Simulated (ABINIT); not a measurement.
# Ta (Im-3m) in ABINIT: notebook

Aim: see how the results for Ta move with the level of theory and the settings. Levels: HCTH407, LDA, PBE+D3, AM05. Tasks: band structure, equation of state.

Program: ABINIT 10.8.3 (patched build). These are calculated values, not measurements. Logs are shortened: lines on timing, memory, paths and dates and some standing lists are left out, and cuts for length are marked. The log counts tension as positive stress, the text compression.

**Experimental background.**

From “Refinement of the equation of state of tantalum”, 2004, arxiv:cond-mat/0403080, for a bulk crystal of Ta: bulk modulus 194 GPa.

The runs below are set against these values where they give the same quantity.

## 1. The crystal as given

It takes space group Im-3m (No. 229, cubic). The conventional cell has a = 3.303 Å, b = 3.303 Å, c = 3.303 Å, α = 90.00°, β = 90.00°, γ = 90.00°. Ta (site symmetry m-3m) has 8 Ta at 2.86 Å as nearest neighbours.

## 2. Band structure, HCTH407, spin-orbit coupling, no magnetisation

Contents of run.abi:

```
# Datasets: ground state, then fixed potential
ndtset 2

# Pseudopotentials
pp_dirpath "./"
pseudos "Ta.GGA_PBE-JTH.xml"

# Structure
acell 3*1.0
rprim
    -3.1204669551     3.1204669551     3.1204669551
     3.1204669551    -3.1204669551     3.1204669551
     3.1204669551     3.1204669551    -3.1204669551
ntypat 1
znucl 73
natom 1
typat 1
xred
     0.0000000000     0.0000000000     0.0000000000

# Plane-wave basis
ecut 517.016339 eV
pawecutdg 38.0

# Exchange and correlation
ixc 27

# Bands and occupations
occopt 3
tsmear 0.05 eV

# Spin
nspinor 2
nspden 1
pawspnorb 1

# SCF cycle
nstep 100

# Output
iomode 3
prtwf 0
prteig 0
prtebands 0
prtden1 1
prtvha1 1
prtvclmb1 1
prtpot1 1

# Dataset 1
kptopt1 4
ngkpt1 11 11 11
nshiftk1 1
shiftk1 0.0 0.0 0.0
nband1 22
tolvrs1 1.0e-9

# Dataset 2: bands along G-H-N-G-P-H
iscf2 -2
getden2 1
nband2 34
nbdbuf2 8
tolwfr2 1.0e-11
kptopt2 -5
ndivsm2 5
prteig2 1
kptbounds2
     0.0000000000     0.0000000000     0.0000000000
     0.5000000000    -0.5000000000     0.5000000000
     0.0000000000     0.0000000000     0.5000000000
     0.0000000000     0.0000000000     0.0000000000
     0.2500000000     0.2500000000     0.2500000000
     0.5000000000    -0.5000000000     0.5000000000
```

Potentials or basis: JTH PAW PBE v2.0.

On the command line:

```console
> abinit run.abi > log 2>&1
```

run.abo:

```text
.Version 10.8.3 of ABINIT
 DATASET    1 : space group I4 3 2 (#211); Bravais cI (body-center cubic)
================================================================================
 Values of the parameters that define the memory need for DATASET  1.
     intxc =       0    ionmov =       0      iscf =       7    lmnmax =      18
     lnmax =       6     mgfft =      24  mpssoang =       3    mqgrid =    3001
     natom =       1  nloc_mem =       2    nspden =       1   nspinor =       2
    nsppol =       1      nsym =      24    n1xccc =       1    ntypat =       1
    occopt =       3   xclevel =       2
       mpw =         490          nfft =       13824          nkpt =          66
 PAW method is used; the additional fine FFT grid is defined by:
   mgfftf=        30    nfftf =     27000
================================================================================
================================================================================

 DATASET    2 : space group I4 3 2 (#211); Bravais cI (body-center cubic)
================================================================================
 Values of the parameters that define the memory need for DATASET  2.
     intxc =       0    ionmov =       0      iscf =      -2    lmnmax =      18
     lnmax =       6     mgfft =      24  mpssoang =       3    mqgrid =    3001
     natom =       1  nloc_mem =       2    nspden =       1   nspinor =       2
    nsppol =       1      nsym =      24    n1xccc =       1    ntypat =       1
    occopt =       3   xclevel =       2
       mpw =         490          nfft =       13824          nkpt =          30
 PAW method is used; the additional fine FFT grid is defined by:
   mgfftf=        30    nfftf =     27000
================================================================================
================================================================================

--------------------------------------------------------------------------------
------------- Echo of variables that govern the present computation ------------
--------------------------------------------------------------------------------
 -outvars: echo values of preprocessed input variables --------
            acell      1.0000000000E+00  1.0000000000E+00  1.0000000000E+00 Bohr
              amu      1.80947900E+02
             ecut      1.90000000E+01 Hartree
           getden1          0
           getden2          1
             iscf1          7
             iscf2         -2
                       outvar_i_n : Printing only first  50 k-points.
              ixc          27
           jdtset        1    2
                       outvar_i_n : Printing only first  50 k-points.
           kptopt1          4
           kptopt2         -5
         kptrlatt       11    0    0      0   11    0      0    0   11
          kptrlen1     5.94528804E+01
          kptrlen2     3.00000000E+01
            natom           1
            nband1         22
            nband2         34
           nbdbuf1          0
           nbdbuf2          8
           ndtset           2
           ndivsm1          0
           ndivsm2          5
            ngfft          24      24      24
          ngfftdg          30      30      30
             nkpt1         66
             nkpt2         30
          nspinor           2
            nstep         100
             nsym          24
           ntypat           1
                       prtocc : prtvol=0, do not print more k-points.
           occopt           3
        pawcpxocc           2
        pawecutdg      3.80000000E+01 Hartree
        pawspnorb           1
         pawxcdev           0
        prtebands           0
           prteig1          0
[... 248 lines left out ...]
 R(3)=  3.1204670  3.1204670 -3.1204670  G(3)=  0.1602324  0.1602324  0.0000000
 Unit cell volume ucvol=  1.2153987E+02 bohr^3
 Angles (23,13,12)=  1.09471221E+02  1.09471221E+02  1.09471221E+02 degrees

 Coarse grid specifications (used for wave-functions):

 getcut: wavevector=  0.0000  0.0000  0.0000  ngfft=  24  24  24
         ecut(hartree)=     19.000   => boxcut(ratio)=   2.26302

 getcut : COMMENT -
  Note that boxcut > 2.2 ; recall that boxcut=Gcut(box)/Gcut(sphere) = 2
  is sufficient for exact treatment of convolution.
  Such a large boxcut is a waste : you could raise ecut
  e.g. ecut=   24.326062 Hartrees makes boxcut=2

 Fine grid specifications (used for densities):

 getcut: wavevector=  0.0000  0.0000  0.0000  ngfft=  30  30  30
         ecut(hartree)=     38.000   => boxcut(ratio)=   2.00025
--------------------------------------------------------------------------------

================================================================================
 Non-SCF case, kpt    1 (  0.00000  0.00000  0.00000), residuals and eigenvalues=
  8.87E-12  9.38E-12  2.03E-12  5.79E-12  1.83E-12  7.13E-12  2.03E-12  5.60E-12
  4.76E-12  6.69E-12  3.91E-12  8.63E-12  6.17E-12  6.79E-12  2.58E-12  4.97E-12
  2.48E-12  2.33E-12  4.22E-12  9.01E-12  2.27E-12  7.30E-12  4.28E-12  5.86E-12
  4.19E-12  6.36E-12  8.17E-10  2.57E-09  7.20E-09  1.48E-08  2.79E-07  1.70E-06
  7.01E-10  2.43E-09
 -2.4829E+00 -2.4829E+00 -1.4249E+00 -1.4249E+00 -1.1231E+00 -1.1231E+00
 -1.1231E+00 -1.1231E+00 -2.7231E-01 -2.7231E-01  4.5474E-02  4.5474E-02
  4.5474E-02  4.5474E-02  6.2026E-02  6.2026E-02  1.6556E-01  1.6556E-01
  1.6556E-01  1.6556E-01  5.6731E-01  5.6731E-01  5.6731E-01  5.6731E-01
  5.6731E-01  5.6731E-01  9.4920E-01  9.4920E-01  9.4920E-01  9.4920E-01
[... 335 lines left out ...]
  6.6688E-01  6.6688E-01  8.1574E-01  8.1574E-01  8.1741E-01  8.1741E-01
  9.7189E-01  9.7189E-01  1.2275E+00  1.2275E+00
 Non-SCF case, kpt   30 (  0.50000 -0.50000  0.50000), residuals and eigenvalues=
  6.97E-13  9.48E-13  9.56E-13  2.49E-12  1.24E-12  3.48E-12  2.33E-12  6.48E-12
  8.05E-13  1.41E-12  3.56E-12  1.56E-12  4.38E-12  7.26E-12  6.09E-12  9.29E-12
  1.27E-12  2.82E-12  3.36E-12  5.14E-12  2.31E-12  3.73E-12  2.89E-12  4.40E-12
  3.44E-12  8.44E-12  7.47E-13  1.43E-12  5.47E-12  8.40E-12  3.99E-12  8.93E-12
  4.89E-05  1.61E-03
 -2.4761E+00 -2.4761E+00 -1.4432E+00 -1.4432E+00 -1.1568E+00 -1.1568E+00
 -1.1568E+00 -1.1568E+00 -1.2245E-01 -1.2245E-01 -1.2245E-01 -1.2245E-01
  2.5892E-01  2.5892E-01  2.5892E-01  2.5892E-01  2.8264E-01  2.8264E-01
  2.9156E-01  2.9156E-01  3.6296E-01  3.6296E-01  3.6296E-01  3.6296E-01
  6.0186E-01  6.0186E-01  8.3548E-01  8.3548E-01  8.3548E-01  8.3548E-01
  9.4609E-01  9.4609E-01  1.3282E+00  1.3284E+00

--- !ResultsGS
iteration_state: {dtset: 2, }
comment   : Summary of ground state results
lattice_vectors:
- [ -3.1204670,   3.1204670,   3.1204670, ]
- [  3.1204670,  -3.1204670,   3.1204670, ]
- [  3.1204670,   3.1204670,  -3.1204670, ]
lattice_lengths: [   5.40481,    5.40481,    5.40481, ]
lattice_angles: [109.471, 109.471, 109.471, ] # degrees, (23, 13, 12)
lattice_volume:   1.2153987E+02
convergence: {deltae:  0.000E+00, res2:  0.000E+00, residm:  9.982E-12, diffor:  0.000E+00, }
etotal    :  -5.94306344E+01
entropy   :   0.00000000E+00
fermie    :   1.80213094E-02
cartesian_stress_tensor: null
pressure_GPa: null
xred      :
- [  0.0000E+00,   0.0000E+00,   0.0000E+00, Ta]
cartesian_forces: null
force_length_stats: {min: null, max: null, mean: null, }
...

 Integrated electronic density in atomic spheres:
 ------------------------------------------------
 Atom  Sphere_radius  Integrated_density
    1        2.41973         10.63048929

================================================================================

 ----iterations are completed or convergence reached----

 Mean square residual over all n,k,spin=   43.280E-13; max=  99.816E-13
 reduced coordinates (array xred) for    1 atoms
       0.000000000000      0.000000000000      0.000000000000

 cartesian coordinates (angstrom) at end:
    1      0.00000000000000     0.00000000000000     0.00000000000000
 length scales=  1.000000000000  1.000000000000  1.000000000000 bohr
              =  0.529177210544  0.529177210544  0.529177210544 angstroms
 Eigenvalues (hartree) for nkpt=  30  k points:
 kpt#   1, nband= 34, wtk=  1.00000, kpt=  0.0000  0.0000  0.0000 (reduced coord)
  -2.48285   -2.48285   -1.42492   -1.42492   -1.12309   -1.12309   -1.12309   -1.12309
  -0.27231   -0.27231    0.04547    0.04547    0.04547    0.04547    0.06203    0.06203
   0.16556    0.16556    0.16556    0.16556    0.56731    0.56731    0.56731    0.56731
   0.56731    0.56731    0.94920    0.94920    0.94920    0.94920    1.02636    1.02636
   1.10991    1.10991
 kpt#   2, nband= 34, wtk=  1.00000, kpt=  0.0714 -0.0714  0.0714 (reduced coord)
  -2.48248   -2.48248   -1.42608   -1.42608   -1.12610   -1.12610   -1.12470   -1.12470
  -0.25597   -0.25597    0.04292    0.04292    0.04806    0.04806    0.06438    0.06438
   0.13909    0.13909    0.17493    0.17493    0.59473    0.59473    0.59564    0.59564
   0.59667    0.59667    0.81629    0.81629    0.97375    0.97375    1.02588    1.02588
   1.08694    1.08694
 kpt#   3, nband= 34, wtk=  1.00000, kpt=  0.1429 -0.1429  0.1429 (reduced coord)
  -2.48144   -2.48144   -1.42918   -1.42918   -1.13368   -1.13368   -1.12925   -1.12925
  -0.21112   -0.21112    0.04079    0.04079    0.04935    0.04935    0.07428    0.07428
   0.08974    0.08974    0.19778    0.19778    0.65352    0.65352    0.65388    0.65388
   0.67086    0.67086    0.67331    0.67331    0.95267    0.95267    1.01219    1.01219
[... 149 lines left out ...]
   0.77682    0.77682    0.78216    0.78216    0.78951    0.78951    1.02674    1.02674
   1.09676    1.09676
 kpt#  29, nband= 34, wtk=  1.00000, kpt=  0.4583 -0.3750  0.4583 (reduced coord)
  -2.47638   -2.47638   -1.44257   -1.44257   -1.15728   -1.15728   -1.15421   -1.15421
  -0.11215   -0.11215   -0.11118   -0.11118    0.16391    0.16391    0.23765    0.23765
   0.23990    0.23990    0.34835    0.34835    0.39080    0.39080    0.39698    0.39698
   0.66688    0.66688    0.81574    0.81574    0.81741    0.81741    0.97189    0.97189
   1.22752    1.22752
 kpt#  30, nband= 34, wtk=  1.00000, kpt=  0.5000 -0.5000  0.5000 (reduced coord)
  -2.47609   -2.47609   -1.44321   -1.44321   -1.15681   -1.15681   -1.15681   -1.15681
  -0.12245   -0.12245   -0.12245   -0.12245    0.25892    0.25892    0.25892    0.25892
   0.28264    0.28264    0.29156    0.29156    0.36296    0.36296    0.36296    0.36296
   0.60186    0.60186    0.83548    0.83548    0.83548    0.83548    0.94609    0.94609
   1.32821    1.32843

== END DATASET(S) ==============================================================
================================================================================

 -outvars: echo values of variables after computation  --------
            acell      1.0000000000E+00  1.0000000000E+00  1.0000000000E+00 Bohr
           etotal1    -5.9430634399E+01
            fcart1     0.0000000000E+00  0.0000000000E+00  0.0000000000E+00
            rprim     -3.1204669551E+00  3.1204669551E+00  3.1204669551E+00
                       3.1204669551E+00 -3.1204669551E+00  3.1204669551E+00
                       3.1204669551E+00  3.1204669551E+00 -3.1204669551E+00
           strten1     1.5156265448E-04  1.5156265448E-04  1.5156265448E-04
                       0.0000000000E+00  0.0000000000E+00  0.0000000000E+00
 Calculation completed.
```

Run time: 76 s. Hardware: 1 thread of Intel Xeon Platinum 8488C (Sapphire Rapids), shared host; peak memory 0.12 GiB.

Results:

```yaml
Free_energy: -1617.1899 eV
Pressure: -4.5 GPa
Band_gap_on_the_k_mesh: none (metal or under the smearing width)
Valence_electrons_inside_the_program's_atomic_spheres: Ta 10.63 (radii [1.2805] Å)
```

Levels at the corners of the path, in eV from the Fermi level:
| point | band 8 | band 9 | band 10 | band 11 | band 12 | band 13 | band 14 | band 15 | band 16 | band 17 |
| --- | --- | --- | --- | --- | --- | --- | --- | --- | --- | --- |
| Γ | -31.05 | -7.90 | -7.90 | 0.75 | 0.75 | 0.75 | 0.75 | 1.20 | 1.20 | 4.01 |
| H | -31.97 | -3.82 | -3.82 | -3.82 | -3.82 | 6.56 | 6.56 | 6.56 | 6.56 | 7.20 |
| N | -31.25 | -4.29 | -4.29 | -1.38 | -1.38 | 1.33 | 1.33 | 3.95 | 3.95 | 4.95 |
| Γ | -31.05 | -7.90 | -7.90 | 0.75 | 0.75 | 0.75 | 0.75 | 1.20 | 1.20 | 4.01 |
| P | -31.73 | -1.58 | -1.58 | -1.06 | -1.06 | -1.06 | -1.06 | 5.12 | 5.12 | 5.12 |
| H | -31.97 | -3.82 | -3.82 | -3.82 | -3.82 | 6.56 | 6.56 | 6.56 | 6.56 | 7.20 |

Caveat: the PAW data sets were made with another functional, which shifts forces and pressure a little.

[end of part 1 of 2]
